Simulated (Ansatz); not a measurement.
## Ge (simple cubic): energy against volume

These are results of Ansatz, DFT, RPBE, plane waves (420 eV) with PAW, scalar-relativistic, not measurements. (PAW data from PBE, frozen cores regenerated.)

The cell is scaled uniformly from the relaxed one, with fractional coordinates and shape fixed. Energies are extrapolated to zero smearing, pressures are those at the given smearing. Magnetic state: spin not included.

A Birch-Murnaghan fit gives V₀ = 20.45 Å³/atom, B₀ = 63 GPa, B₀′ = 4.7.

What are the energy above the minimum and the pressure at 18.854 Å³/atom?

28.4 meV/atom and 6.22 GPa as computed.

What are the energy above the minimum and the pressure at 19.674 Å³/atom?

6.2 meV/atom and 2.69 GPa as computed.

What are the energy above the minimum and the pressure at 21.313 Å³/atom?

6.7 meV/atom and -2.33 GPa as computed.
